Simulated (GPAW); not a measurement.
A calculation with GPAW 26.7.0 of InPd (cli, Cartesian positions):

Contents of InPd.xyz:

```xyz
2
Lattice="0.0000000000 2.7460700000 2.7460700000 2.7460700000 0.0000000000 2.7460700000 2.7460700000 2.7460700000 0.0000000000" Properties=species:S:1:pos:R:3 pbc="T T T"
In     0.0000000000      0.0000000000      0.0000000000
Pd     2.7460700000      2.7460700000      2.7460700000
```

Potentials or basis: GPAW PAW data sets (gpaw-data 1.2.1), pw.

Launch:

```bash
$ OMP_NUM_THREADS=1 gpaw run InPd.xyz -p 'mode=PW(600),xc=PBE,kpts={size:(8,8,8),gamma:True},occupations={name:fermi-dirac,width:0.05},nbands=26,convergence={density:1e-05,energy:1e-05},maxiter=150,txt=gpaw.txt' --properties efs -w gs.gpw
```

The cell was built by a generator and needn't be a form met in nature.

Q: Write the same calculation in another form: ASE script, structure typed inline.

A: As run:

run.py

```python
from ase import Atoms
from ase.dft.bandgap import bandgap
from ase.io import write
from ase.units import GPa
from gpaw import GPAW, PW

atoms = Atoms(['In', 'Pd'],
              cell=[[0.0, 2.74607, 2.74607],
                    [2.74607, 0.0, 2.74607],
                    [2.74607, 2.74607, 0.0]],
              scaled_positions=[[0.0, 0.0, 0.0],
                                [0.5, 0.5, 0.5]],
              pbc=True)

calc = GPAW(mode=PW(600),
            xc='PBE',
            kpts={'size': (8, 8, 8), 'gamma': True},
            occupations={'name': 'fermi-dirac', 'width': 0.05},
            nbands=26,
            convergence={'density': 1e-05, 'energy': 1e-05},
            maxiter=150,
            txt='gpaw.txt')
atoms.calc = calc
energy = atoms.get_potential_energy()
forces = atoms.get_forces()
stress = atoms.get_stress()
calc.write('gs.gpw')
write('result.traj', atoms)
print(f'Energy: {energy:.6f} eV')
print('Forces (eV/A):')
print(forces.round(4))
print('Stress (GPa):', (stress / GPa).round(3))
print('Fermi level:', round(calc.get_fermi_level(), 4), 'eV')
print(f'Gap: {bandgap(calc)[0]:.4f} eV, direct: {bandgap(calc, direct=True)[0]:.4f} eV')
```

Potentials or basis: GPAW PAW data sets (gpaw-data 1.2.1), pw.

Command:

```sh
$ OMP_NUM_THREADS=1 python run.py
```

Both were run:

|  | cli, Cartesian positions | ASE script, structure typed inline |
| --- | --- | --- |
| Pressure | -0.2 GPa | -0.2 GPa |
| Band gap on the k mesh | none (metal or under the smearing width) | none (metal or under the smearing width) |

Keys that steer only the numerical path or the files written may differ.
